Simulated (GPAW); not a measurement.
A run of GPAW 26.7.0:

File run.py:

```python
from ase.dft.bandgap import bandgap
from ase.io import read, write
from ase.units import GPa
from gpaw import GPAW, PW

atoms = read('GaAs.xyz')

calc = GPAW(mode=PW(600),
            xc='PBE',
            kpts={'size': (8, 8, 8), 'gamma': True},
            occupations={'name': 'methfessel-paxton', 'order': 0, 'width': 0.05},
            nbands=11,
            convergence={'density': 1e-05, 'energy': 1e-05},
            maxiter=150,
            txt='gpaw.txt')
atoms.calc = calc
energy = atoms.get_potential_energy()
forces = atoms.get_forces()
stress = atoms.get_stress()
calc.write('gs.gpw')
write('result.traj', atoms)
print(f'Energy: {energy:.6f} eV')
print('Forces (eV/A):')
print(forces.round(4))
print('Stress (GPa):', (stress / GPa).round(3))
print('Fermi level:', round(calc.get_fermi_level(), 4), 'eV')
print(f'Gap: {bandgap(calc)[0]:.4f} eV, direct: {bandgap(calc, direct=True)[0]:.4f} eV')
```

The input GaAs.xyz:

```xyz
2
Lattice="3.9977696100 0.0000000000 0.0000000000 1.9988848050 3.4621700407 0.0000000000 1.9988848050 1.1540566802 3.2641652179" Properties=species:S:1:pos:R:3 pbc="T T T"
As     5.9966544150      3.4621700407      2.4481239134
Ga     0.0000000000      0.0000000000      0.0000000000
```

Potentials or basis: GPAW PAW data sets (gpaw-data 1.2.1), pw.

Run with:

```console
$ OMP_NUM_THREADS=1 python run.py
```

Hardware: 1 thread of Arm Neoverse V1 (shared host).

Q: Estimate the wall time of this run.

A: Run time: 10 s on 1 thread of Arm Neoverse V1, with other jobs on the host, peak memory 0.15 GiB. Counts: scf iterations 9, plane waves 1540, bands 11, k points 29.
